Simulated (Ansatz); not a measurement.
This cell of BeO (wurtzite) is off equilibrium:

```
CELL_PARAMETERS angstrom
      2.65253     0.00000     0.00000
     -1.32627     2.29716     0.00000
      0.00000     0.00000     4.30826
ATOMIC_POSITIONS crystal
  Be 0.66667 0.33333 0.00149
  Be 0.33333 0.66667 0.50149
  O  0.66667 0.33333 0.62371
  O  0.33333 0.66667 0.12371
```

These are PBE (plane waves to 420 eV, PAW, scalar-relativistic; Ansatz, a quantum-chemistry and plane-wave program) values and carry that method's errors. k mesh 14×14×8 (Γ-centred), Fermi-Dirac smearing 0.05 eV. Energies are smeared free energies. Compression counts positive. BeO was relaxed with its symmetry unable to fall. The PAW data are Ansatz's earlier set.

Question: What is the stress tensor (GPa)?

Answer: 
```
   15.7      0.0      0.0
    0.0     15.7      0.0
    0.0      0.0     15.6
```
The pressure, a third of the trace, is 15.6 GPa.

Question: It is the relaxed cell scaled evenly to V/V₀ = 0.936, atoms relaxed where free. What is its energy relative to the relaxed cell?

Answer: 20.8 meV/atom.

(Under strain, the slope of the energy per volume gives the stress and its curvature an elastic modulus.)
